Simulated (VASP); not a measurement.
**Cd2S: single point with LDA**

The system is Cd2S.

```
Cd S
1.0
     3.96267    0.00000    0.00000
    -1.98134    3.43177    0.00000
     0.00000    0.00000    5.80919
Cd S
2 1
Direct
  0.66667 0.33333 0.57873
  0.33333 0.66667 0.93272
  0.33333 0.66667 0.38292
```

The cell comes from a database or a generator and needn't be the stable form of this composition.

The cell isn't the ideal one: all S atoms moved -0.100 Å, as atom 3 towards its neighbour atom 2 (Cd) at 2.515 Å.

```json
{
 "Program": "VASP 6.6.1",
 "Task": "single point",
 "Functional": "LDA",
 "Potentials or basis": "VASP PAW LDA potentials, release 64 (Cd, S)",
 "Cutoff": "520 eV",
 "k mesh": "12 × 12 × 6",
 "Occupations": "gaussian, width 0.03 eV",
 "Spin": "no spin polarisation"
}
```

```json
{
 "Pressure": "-4.0 GPa",
 "Largest force": "0.401 eV/Å",
 "Band gap on the k mesh": "0.19 eV, indirect (least direct gap 0.46 eV)"
}
```

Forces in eV/Å, atoms in the order of the input:
```
Cd   0.000  0.000  0.122
Cd   0.000  0.000  0.278
S    0.000  0.000 -0.401
```

Stress tensor (GPa, compression positive):
```
-3.18  0.00  0.00
 0.00 -3.18  0.00
 0.00  0.00 -5.74
```

Levels at points of the mesh, in eV from the valence-band top:
```
           k point  band 11  band 12  band 13  band 14  band 15  band 16  band 17  band 18  band 19  band 20
(0.00, 0.00, 0.00)    -7.69    -4.59    -3.59    -0.79    -0.79     2.80     4.78     6.54     6.54     8.15
(0.50, 0.00, 0.00)    -7.51    -4.72    -3.03    -1.75    -1.33     0.50     3.11     4.44     5.71     7.19
(0.00, 0.00, 0.50)    -7.69    -5.97    -0.71    -0.71    -0.09     0.89     4.30     6.20     6.20     7.72
(0.50, 0.00, 0.50)    -7.56    -4.35    -3.77    -1.56    -0.96     1.54     3.11     4.46     5.48     6.15
```

Wall time 88 s on 1 thread of AMD EPYC 9R45 (Zen 5), on a shared host, peak memory 0.24 GiB.

A k mesh can miss the band edges.
